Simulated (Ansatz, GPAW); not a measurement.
This is a calculation of PbSe (Clausthalite) for Ansatz 0.2.0. Atoms were shifted at random by some hundredths of an Å from the given cell, which wasn't relaxed again for these runs. 

input.yaml

```yaml
crystal:
  lattice:
    - [0.0, 3.06065, 3.06065]
    - [3.06065, 0.0, 3.06065]
    - [3.06065, 3.06065, 0.0]
  atoms:
    - { symbol: Pb, position: [-0.002248, -0.003165, -0.000602] }
    - { symbol: Se, position: [0.503088, 0.499995, 0.492699] }
hamiltonian:
  xc: pbesol
  pseudopotentials: { kind: paw }
kpoints:
  mp_grid: { grid: [8, 8, 8] }
scf:
  occupations: { method: fermi_dirac, width: 0.05 }
output:
  forces: true
  stress: true
  eigenvalues: true
  write_density: true
  write_potential: true
  elf: true
  volumetric_format: npy
```

Potentials or basis: Ansatz PAW.

Command:

```console
$ ansatz run input.yaml --threads 1 --pin off --max-ram 3584MiB --backend cpu --events-out ev --progress --plain --runs-dir out
```

**Question.** What does the same run look like in GPAW 26.7.0 (ASE script)? Potentials or basis there: PAW data sets generated for this functional, cutoff 600 eV.

**Answer.** As run (cutoffs and basis follow the program's own potentials, and thresholds, step limits or extra output files can differ):

File run.py:

```python
from ase import Atoms
from ase.dft.bandgap import bandgap
from ase.io import write
from ase.units import GPa
from gpaw import GPAW, PW, setup_paths

setup_paths.insert(0, '.')

atoms = Atoms(['Pb', 'Se'],
              cell=[[0.0, 3.06065, 3.06065],
                    [3.06065, 0.0, 3.06065],
                    [3.06065, 3.06065, 0.0]],
              scaled_positions=[[-0.002248, -0.003165, -0.000602],
                                [0.503088, 0.499995, 0.492699]],
              pbc=True)

calc = GPAW(mode=PW(600),
            xc='PBEsol',
            kpts={'size': (8, 8, 8), 'gamma': True},
            occupations={'name': 'fermi-dirac', 'width': 0.05},
            nbands=19,
            convergence={'density': 1e-05, 'energy': 1e-05},
            maxiter=150,
            txt='gpaw.txt')
atoms.calc = calc
energy = atoms.get_potential_energy()
forces = atoms.get_forces()
stress = atoms.get_stress()
calc.write('gs.gpw')
write('result.traj', atoms)
print(f'Energy: {energy:.6f} eV')
print('Forces (eV/A):')
print(forces.round(4))
print('Stress (GPa):', (stress / GPa).round(3))
print('Fermi level:', round(calc.get_fermi_level(), 4), 'eV')
print(f'Gap: {bandgap(calc)[0]:.4f} eV, direct: {bandgap(calc, direct=True)[0]:.4f} eV')
```

Potentials or basis: PAW data sets generated in the run's folder for this functional, pw.

The run is started by

```bash
$ gpaw-setup -f PBEsol Pb Se
$ OMP_NUM_THREADS=1 python run.py
```

Both were run:

|  | Ansatz | GPAW |
| --- | --- | --- |
| Pressure | -0.5 GPa | -0.7 GPa |
| Energy over the undisturbed cell | 0.1 meV/atom | 0.0 meV/atom |

Ansatz's pressure holds a Pulay term of +0.02 GPa for its cutoff of 420 eV, which the other run lacks.

The potentials hold 30 and 20 valence electrons a cell.

Ansatz's potentials were made for PBE.

Where Ansatz's input types no cutoff or centring, it takes its own default and a Γ-centred mesh.

Pressure is positive in compression.
